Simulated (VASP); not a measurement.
# HfO2 in VASP: one cell, several levels of theory

Aim: gap, levels, forces and stress of HfO2 built on the fluorite prototype, under -1.0 % biaxial strain in the (111) plane, free along [111] at fixed geometry. Runs: PBE, r2SCAN.

Code: VASP 6.6.1. PAW datasets, plane waves. Spin-unpolarised throughout; all numbers are computed.

### 1 The cell

The cell comes from an earlier relaxation with r2SCAN in another program, then strained, with the atoms relaxed again.

The symmetry is R-3m (No. 166, trigonal); a = 3.541 Å, c = 8.870 Å in the conventional setting, 10.70 Å³ an atom. Hf has 8 O at 2.18–2.21 Å; O has 4 Hf at 2.18–2.21 Å.

Coordinates:

```cif
data_structure
_symmetry_space_group_name_H-M 'R-3m:H'
_symmetry_Int_Tables_number 166
_cell_length_a 3.5410
_cell_length_b 3.5410
_cell_length_c 8.8699
_cell_angle_alpha 90.000
_cell_angle_beta 90.000
_cell_angle_gamma 120.000
_cell_volume 96.32
loop_
_atom_site_label
_atom_site_type_symbol
_atom_site_symmetry_multiplicity
_atom_site_Wyckoff_symbol
_atom_site_fract_x
_atom_site_fract_y
_atom_site_fract_z
_atom_site_occupancy
Hf1 Hf 3 a 0.00000 0.00000 0.00000 1
O1 O 6 c 0.33333 0.66667 0.91565 1
```

### 2 PBE at this geometry

The input, INCAR:

```
ENCUT = 520.000000
SIGMA = 0.020000
EDIFF = 1.00e-07
GGA = PE
PREC = Accurate
IBRION = -1
ISIF = 2
ISMEAR = -1
NBANDS = 18
NELM = 120
NSW = 0
LASPH = .TRUE.
LCHARG = .FALSE.
LWAVE = .FALSE.
LREAL = .FALSE.
```

The input, KPOINTS:

```
KPOINTS created by Atomic Simulation Environment
0
Gamma
8 8 8
0 0 0
```

The input, KPOINTS_OPT:

```
special points
7
Reciprocal
0.0000000000 0.0000000000 0.0000000000 1
0.5000000000 0.0000000000 0.5000000000 1
0.6250000000 0.2500000000 0.6250000000 1
0.3750000000 0.3750000000 0.7500000000 1
0.5000000000 0.5000000000 0.5000000000 1
0.5000000000 0.2500000000 0.7500000000 1
0.0000000000 0.5000000000 0.5000000000 1
```

The input, POSCAR:

```
Hf O
 1.0000000000000000
     0.0377455698000000    2.5416360659000001    2.5416360659000001
     2.5416360659000001    0.0377455698000000    2.5416360659000001
     2.5416360659000001    2.5416360659000001    0.0377455698000000
 Hf  O
   1   2
Cartesian
 -0.0000000000000000 -0.0000000000000000  0.0000000000000000
  1.2750541793330779  1.2750541793330779  1.2750541793330779
  3.8459635222669211  3.8459635222669211  3.8459635222669215
```

Potentials: the recommended PBE PAW datasets, 22 valence electrons in the neutral cell.

On the command line:

```sh
$ mpirun -np 1 vasp_std
```

Printed to the terminal (iteration lines stand in OSZICAR):

```text
POSCAR found type information on POSCAR HfO
 POSCAR found :  2 types and       3 ions
 LDA part: xc-table for (Slater+PW92), standard interpolation
 POSCAR, INCAR and KPOINTS ok, starting setup
 FFT: planning ... GRIDC
 FFT: planning ... GRID_SOFT
 FFT: planning ... GRID
 WAVECAR not read
 entering main loop
 Start KPOINTS_OPT (optional k-point list driver)
k-point batch [1-7\7]
```

OSZICAR:

```text
N       E                     dE             d eps       ncg     rms          rms(c)
DAV:   1     0.906423761996E+02    0.90642E+02   -0.12668E+04  2340   0.121E+03
DAV:   2    -0.320845809453E+02   -0.12273E+03   -0.11948E+03  3004   0.290E+02
DAV:   3    -0.359627476305E+02   -0.38782E+01   -0.38636E+01  2754   0.454E+01
DAV:   4    -0.359848151715E+02   -0.22068E-01   -0.22057E-01  2810   0.378E+00
DAV:   5    -0.359849548428E+02   -0.13967E-03   -0.13967E-03  2706   0.281E-01    0.495E+01
DAV:   6    -0.303568391977E+02    0.56281E+01   -0.19923E+01  2386   0.324E+01    0.425E+01
DAV:   7    -0.302700790455E+02    0.86760E-01   -0.65514E-01  2672   0.668E+00    0.294E+01
DAV:   8    -0.302559272526E+02    0.14152E-01   -0.26219E-01  2560   0.473E+00    0.944E+00
DAV:   9    -0.302358324635E+02    0.20095E-01   -0.63273E-02  2478   0.210E+00    0.262E+00
DAV:  10    -0.302359703339E+02   -0.13787E-03   -0.31866E-03  2610   0.435E-01    0.200E-01
DAV:  11    -0.302360173258E+02   -0.46992E-04   -0.16266E-04  2704   0.112E-01    0.202E-01
DAV:  12    -0.302360285360E+02   -0.11210E-04   -0.33614E-05  2562   0.391E-02    0.118E-02
DAV:  13    -0.302360294576E+02   -0.92155E-06   -0.14184E-06  2752   0.902E-03    0.248E-03
DAV:  14    -0.302360297121E+02   -0.25450E-06   -0.14814E-07  2530   0.269E-03    0.523E-03
DAV:  15    -0.302360296558E+02    0.56314E-07   -0.53366E-09  1690   0.544E-04
   1 F= -.30236030E+02 E0= -.30236030E+02  d E =-.843813E-11
       N       E                     dE             ncg
DAV:   1     0.166334176399E+04   -0.55889E+04      252
DAV:   2     0.861268847199E+03   -0.80207E+03      318
DAV:   3     0.830912302093E+03   -0.30357E+02      308
DAV:   4     0.830720567711E+03   -0.19173E+00      320
DAV:   5     0.830718879371E+03   -0.16883E-02      296
DAV:   6     0.830718854620E+03   -0.24750E-04      328
DAV:   7     0.830718854078E+03   -0.54272E-06      298
DAV:   8     0.830718854066E+03   -0.11719E-07      256
```

The lines after F= are the extra pass for the points of KPOINTS_OPT, at fixed density; their E is not a total energy.

Parts of OUTCAR:

```text
k-points           NKPTS =     65   k-points in BZ     NKDIM =     65   number of bands    NBANDS=     18

   NELECT =      22.0000    total number of electrons

   dimension x,y,z NGX =    28 NGY =   28 NGZ =   28
   dimension x,y,z NGXF=    56 NGYF=   56 NGZF=   56

  energy-cutoff  :      520.00
  volume of cell :       32.11
      direct lattice vectors                 reciprocal lattice vectors
     0.037745570  2.541636066  2.541636066    -0.201161097  0.198217391  0.198217391
     2.541636066  0.037745570  2.541636066     0.198217391 -0.201161097  0.198217391
     2.541636066  2.541636066  0.037745570     0.198217391  0.198217391 -0.201161097

 k-points in reciprocal lattice and weights: KPOINTS created by Atomic Simulation Env
   0.00000000  0.00000000  0.00000000       0.002
   0.12500000  0.00000000 -0.00000000       0.012
   0.25000000  0.00000000 -0.00000000       0.012
   0.37500000  0.00000000 -0.00000000       0.012
   0.50000000  0.00000000 -0.00000000       0.006
   0.12500000  0.12500000 -0.00000000       0.012
   0.25000000  0.12500000 -0.00000000       0.023
   0.37500000  0.12500000 -0.00000000       0.023
[... 57 more k-points ...]

 E-fermi :   4.8078

 k-point     1 :       0.0000    0.0000    0.0000
  band No.  band energies     occupation
      1     -25.2202      2.00000
      2     -25.2106      2.00000
      3     -25.2106      2.00000
      4     -14.4196      2.00000
      5     -11.3122      2.00000
      6      -1.0812      2.00000
      7      -1.0003      2.00000
      8      -1.0003      2.00000
      9       3.7741      2.00000
     10       3.7741      2.00000
     11       3.8242      2.00000
     12       8.3225      0.00000
     13       8.3225      0.00000
     14      10.3597      0.00000
     15      14.9070      0.00000
     16      15.0582      0.00000
     17      15.0582      0.00000
     18      17.9843      0.00000

 k-point     2 :       0.1250    0.0000   -0.0000
  band No.  band energies     occupation
      1     -25.2857      2.00000
      2     -25.2267      2.00000
      3     -25.2193      2.00000
      4     -14.2002      2.00000
      5     -11.4913      2.00000
      6      -0.9156      2.00000
      7      -0.8476      2.00000
      8      -0.5776      2.00000
      9       3.3153      2.00000
     10       3.4885      2.00000
     11       3.5173      2.00000
     12       8.6135      0.00000
     13       8.6373      0.00000
     14      10.9713      0.00000
     15      14.3482      0.00000
     16      14.6392      0.00000
     17      14.7999      0.00000
     18      17.9647      0.00000

 k-point     3 :       0.2500    0.0000   -0.0000
  band No.  band energies     occupation
      1     -25.4569      2.00000
      2     -25.2446      2.00000
      3     -25.2401      2.00000
      4     -13.6861      2.00000
      5     -11.8448      2.00000
      6      -0.5223      2.00000
      7      -0.4759      2.00000
      8       0.4151      2.00000
      9       2.4031      2.00000
     10       2.9599      2.00000
     11       2.9812      2.00000
     12       9.0337      0.00000
     13       9.1235      0.00000
     14      11.5670      0.00000
     15      13.8778      0.00000
     16      14.1382      0.00000
     17      14.3287      0.00000
     18      17.2897      0.00000

 k-point     4 :       0.3750    0.0000   -0.0000
  band No.  band energies     occupation
      1     -25.6187      2.00000
      2     -25.2623      2.00000
      3     -25.2608      2.00000
      4     -13.2681      2.00000
      5     -12.0189      2.00000
      6      -0.1275      2.00000
      7      -0.1210      2.00000
      8       1.3179      2.00000
      9       1.6266      2.00000
     10       2.5916      2.00000
     11       2.6806      2.00000
     12       9.0872      0.00000
     13       9.2410      0.00000
     14      11.3789      0.00000
     15      13.8603      0.00000
     16      14.0739      0.00000
     17      14.1297      0.00000
     18      16.8646      0.00000

[... the tables of k-points 5 to 65 left out ...]

  Total        0.8536579      0.8536579      0.8536579     -0.2126842     -0.2126842     -0.2126842
  in kB       42.5997925     42.5997925     42.5997925    -10.6135072    -10.6135072    -10.6135072
  external PRESSURE =      42.5997925 kB  Pullay stress =       0.0000000 kB

 POSITION                                       TOTAL-FORCE (eV/Angst)
 -----------------------------------------------------------------------------------
      0.00000      0.00000      0.00000         0.000000      0.000000      0.000000
      1.27505      1.27505      1.27505        -0.002944     -0.002944     -0.002944
      3.84596      3.84596      3.84596         0.002944      0.002944      0.002944
 -----------------------------------------------------------------------------------
    total drift:                                0.000000      0.000000     -0.000000

  FREE ENERGIE OF THE ION-ELECTRON SYSTEM (eV)
  ---------------------------------------------------
  free  energy   TOTEN  =       -30.2360296558 eV

  energy  without entropy=      -30.2360296558  energy(sigma->0) =      -30.23602966
```

It took 37 s on 1 MPI rank of Intel Xeon Platinum 8488C, shared host; peak memory 0.2 GiB.

The levels at the points of KPOINTS_OPT are read from vasprun.xml.

Near the gap, in eV above the top of the last filled band v; c is the band after it:

| point | v−1 | v | c | c+1 |
| --- | --- | --- | --- | --- |
| Γ | -0.63 | -0.58 | 3.92 | 3.92 |
| X | -1.48 | 0.00 | 3.84 | 5.59 |
| U | -1.26 | -0.34 | 4.36 | 5.53 |
| K | -1.26 | -0.34 | 4.36 | 5.53 |
| L | -1.85 | -1.85 | 4.62 | 4.62 |
| W | -1.41 | -0.21 | 4.89 | 5.23 |

PBE gives a direct gap of 3.84 eV at X. The pressure is 4.26 GPa; the forces vanish within 0.01 eV/Å.

### 3 r2SCAN

The input, INCAR:

```
ENCUT = 520.000000
SIGMA = 0.010000
EDIFF = 1.00e-07
ALGO = Normal
METAGGA = R2SCAN
PREC = Accurate
IBRION = -1
ISIF = 2
ISMEAR = 0
NBANDS = 18
NELM = 120
NSW = 0
LASPH = .TRUE.
LCHARG = .FALSE.
LWAVE = .FALSE.
LREAL = .FALSE.
```

KPOINTS is that of step 2.

KPOINTS_OPT is that of step 2.

POSCAR is that of step 2.

On the command line:

```sh
$ mpirun -np 1 vasp_std
```

Standard output, without the iteration lines:

```text
POSCAR found type information on POSCAR HfO
 POSCAR found :  2 types and       3 ions
 -----------------------------------------------------------------------------
|                                                                             |
|                                                                             |
|     You enforced a specific xc type in the INCAR file but a different       |
|     I HOPE YOU KNOW WHAT YOU ARE DOING!                                     |
|                                                                             |
 -----------------------------------------------------------------------------

 LDA part: xc-table for (None), standard interpolation
 POSCAR, INCAR and KPOINTS ok, starting setup
 FFT: planning ... GRIDC
 FFT: planning ... GRID_SOFT
 FFT: planning ... GRID
 WAVECAR not read
 entering main loop
 Start KPOINTS_OPT (optional k-point list driver)
k-point batch [1-7\7]
```

OSZICAR:

```text
N       E                     dE             d eps       ncg     rms          rms(c)
DAV:   1     0.495719825317E+02    0.49572E+02   -0.12991E+04  2340   0.125E+03
DAV:   2    -0.766201922715E+02   -0.12619E+03   -0.12284E+03  2970   0.298E+02
DAV:   3    -0.805973348587E+02   -0.39771E+01   -0.39617E+01  2820   0.467E+01
DAV:   4    -0.806211755331E+02   -0.23841E-01   -0.23830E-01  2864   0.393E+00
DAV:   5    -0.806213342882E+02   -0.15876E-03   -0.15875E-03  2710   0.305E-01    0.531E+01
DAV:   6    -0.683526355841E+02    0.12269E+02   -0.12121E+01  2396   0.280E+01    0.397E+01
DAV:   7    -0.685449890548E+02   -0.19235E+00   -0.16134E+00  2874   0.949E+00    0.262E+01
DAV:   8    -0.686576597619E+02   -0.11267E+00   -0.10793E+00  2500   0.786E+00    0.155E+01
DAV:   9    -0.685463067897E+02    0.11135E+00   -0.61385E-01  2542   0.535E+00    0.221E+00
DAV:  10    -0.685471369425E+02   -0.83015E-03   -0.44946E-02  2660   0.108E+00    0.124E+00
DAV:  11    -0.685466961185E+02    0.44082E-03   -0.42521E-03  2536   0.456E-01    0.197E-01
DAV:  12    -0.685466672077E+02    0.28911E-04   -0.15922E-04  2584   0.101E-01    0.151E-01
DAV:  13    -0.685466738961E+02   -0.66884E-05   -0.61911E-06  2760   0.197E-02    0.425E-02
DAV:  14    -0.685466699395E+02    0.39566E-05   -0.10590E-05  2590   0.197E-02    0.929E-03
DAV:  15    -0.685466700998E+02   -0.16025E-06   -0.16333E-07  2400   0.358E-03    0.548E-03
DAV:  16    -0.685466699990E+02    0.10078E-06   -0.49139E-08  1452   0.152E-03    0.159E-03
DAV:  17    -0.685466699188E+02    0.80220E-07   -0.39318E-09  1416   0.558E-04
   1 F= -.68546670E+02 E0= -.68546670E+02  d E =-.542038E-43
       N       E                     dE             ncg
DAV:   1     0.156653463321E+04   -0.56857E+04      252
DAV:   2     0.728890208338E+03   -0.83764E+03      316
DAV:   3     0.699717643017E+03   -0.29173E+02      308
DAV:   4     0.699539981655E+03   -0.17766E+00      328
DAV:   5     0.699538563705E+03   -0.14179E-02      296
DAV:   6     0.699538550496E+03   -0.13209E-04      296
DAV:   7     0.699538550320E+03   -0.17622E-06      296
DAV:   8     0.699538550317E+03   -0.27935E-08      232
```

OUTCAR, selected sections:

```text
k-points           NKPTS =     65   k-points in BZ     NKDIM =     65   number of bands    NBANDS=     18

   NELECT =      22.0000    total number of electrons

   dimension x,y,z NGX =    28 NGY =   28 NGZ =   28
   dimension x,y,z NGXF=    56 NGYF=   56 NGZF=   56

  energy-cutoff  :      520.00
  volume of cell :       32.11
      direct lattice vectors                 reciprocal lattice vectors
     0.037745570  2.541636066  2.541636066    -0.201161097  0.198217391  0.198217391
     2.541636066  0.037745570  2.541636066     0.198217391 -0.201161097  0.198217391
     2.541636066  2.541636066  0.037745570     0.198217391  0.198217391 -0.201161097

 k-points in reciprocal lattice and weights: KPOINTS created by Atomic Simulation Env
   0.00000000  0.00000000  0.00000000       0.002
   0.12500000  0.00000000 -0.00000000       0.012
   0.25000000  0.00000000 -0.00000000       0.012
   0.37500000  0.00000000 -0.00000000       0.012
   0.50000000  0.00000000 -0.00000000       0.006
   0.12500000  0.12500000 -0.00000000       0.012
   0.25000000  0.12500000 -0.00000000       0.023
   0.37500000  0.12500000 -0.00000000       0.023
[... 57 more k-points ...]

 E-fermi :   4.1280

 k-point     1 :       0.0000    0.0000    0.0000
  band No.  band energies     occupation
      1     -26.5587      2.00000
      2     -26.5479      2.00000
      3     -26.5479      2.00000
      4     -15.7862      2.00000
      5     -12.7104      2.00000
      6      -1.5478      2.00000
      7      -1.4719      2.00000
      8      -1.4719      2.00000
      9       3.3731      2.00000
     10       3.3731      2.00000
     11       3.4274      2.00000
     12       8.4787      0.00000
     13       8.4787      0.00000
     14      10.6213      0.00000
     15      15.1188      0.00000
     16      15.2674      0.00000
     17      15.2674      0.00000
     18      16.7995      0.00000

 k-point     2 :       0.1250    0.0000   -0.0000
  band No.  band energies     occupation
      1     -26.6250      2.00000
      2     -26.5650      2.00000
      3     -26.5565      2.00000
      4     -15.5667      2.00000
      5     -12.8866      2.00000
      6      -1.3799      2.00000
      7      -1.3167      2.00000
      8      -1.0479      2.00000
      9       2.9220      2.00000
     10       3.0972      2.00000
     11       3.1302      2.00000
     12       8.7551      0.00000
     13       8.7805      0.00000
     14      11.2199      0.00000
     15      14.5408      0.00000
     16      14.8400      0.00000
     17      14.9978      0.00000
     18      16.7982      0.00000

 k-point     3 :       0.2500    0.0000   -0.0000
  band No.  band energies     occupation
      1     -26.8003      2.00000
      2     -26.5827      2.00000
      3     -26.5771      2.00000
      4     -15.0548      2.00000
      5     -13.2367      2.00000
      6      -0.9775      2.00000
      7      -0.9366      2.00000
      8      -0.0495      2.00000
      9       2.0119      2.00000
     10       2.5716      2.00000
     11       2.5891      2.00000
     12       9.1585      0.00000
     13       9.2521      0.00000
     14      11.7170      0.00000
     15      14.1519      0.00000
     16      14.3287      0.00000
     17      14.5141      0.00000
     18      16.7930      0.00000

 k-point     4 :       0.3750    0.0000   -0.0000
  band No.  band energies     occupation
      1     -26.9657      2.00000
      2     -26.6002      2.00000
      3     -26.5976      2.00000
      4     -14.6443      2.00000
      5     -13.4099      2.00000
      6      -0.5659      2.00000
      7      -0.5651      2.00000
      8       0.8624      2.00000
      9       1.2327      2.00000
     10       2.1775      2.00000
     11       2.2644      2.00000
     12       9.2066      0.00000
     13       9.3644      0.00000
     14      11.4997      0.00000
     15      14.0549      0.00000
     16      14.2625      0.00000
     17      14.3595      0.00000
     18      16.7807      0.00000

[... the tables of k-points 5 to 65 left out ...]

  Total       -0.3701125     -0.3701125     -0.3701125     -0.2133426     -0.2133426     -0.2133426
  in kB      -18.4695940    -18.4695940    -18.4695940    -10.6463614    -10.6463614    -10.6463614
  external PRESSURE =     -18.4695940 kB  Pullay stress =       0.0000000 kB

 POSITION                                       TOTAL-FORCE (eV/Angst)
 -----------------------------------------------------------------------------------
      0.00000      0.00000      0.00000         0.000000      0.000000      0.000000
      1.27505      1.27505      1.27505         0.009732      0.009732      0.009732
      3.84596      3.84596      3.84596        -0.009732     -0.009732     -0.009732
 -----------------------------------------------------------------------------------
    total drift:                                0.000000      0.000000     -0.000000

  FREE ENERGIE OF THE ION-ELECTRON SYSTEM (eV)
  ---------------------------------------------------
  free  energy   TOTEN  =       -68.5466699188 eV

  energy  without entropy=      -68.5466699188  energy(sigma->0) =      -68.54666992
```

It took 2.3 min on 1 MPI rank of Intel Xeon Platinum 8488C, shared host; peak memory 0.21 GiB.

The levels at the points of KPOINTS_OPT are read from vasprun.xml.

Levels at the named points, in eV from the top of band v (v: the last filled band by count, c: the next):

| point | v−1 | v | c | c+1 |
| --- | --- | --- | --- | --- |
| Γ | -0.66 | -0.61 | 4.45 | 4.45 |
| X | -1.50 | 0.00 | 4.34 | 6.10 |
| U | -1.30 | -0.35 | 4.83 | 6.03 |
| K | -1.30 | -0.35 | 4.83 | 6.03 |
| L | -1.92 | -1.92 | 5.11 | 5.11 |
| W | -1.42 | -0.22 | 5.35 | 5.75 |

Gap with r2SCAN: 4.34 eV, direct (X). Pressure: -1.85 GPa, and the largest force is 0.017 eV/Å, on atom 2 (O).

### 4 What came out

| level | gap (eV) | pressure (GPa) |
| --- | --- | --- |
| PBE | 3.84 | 4.26 |
| r2SCAN | 4.34 | -1.85 |

What this shows: The gap spans 3.84 eV (PBE) to 4.34 eV (r2SCAN). Spin-orbit coupling is left out, though the cell holds Hf (Z = 72); in an element this heavy it can shift bands and gaps by tenths of an eV. At this one volume the pressure spans -1.8 GPa (r2SCAN) to 4.3 GPa (PBE): PBE wants the largest cell and r2SCAN the smallest.
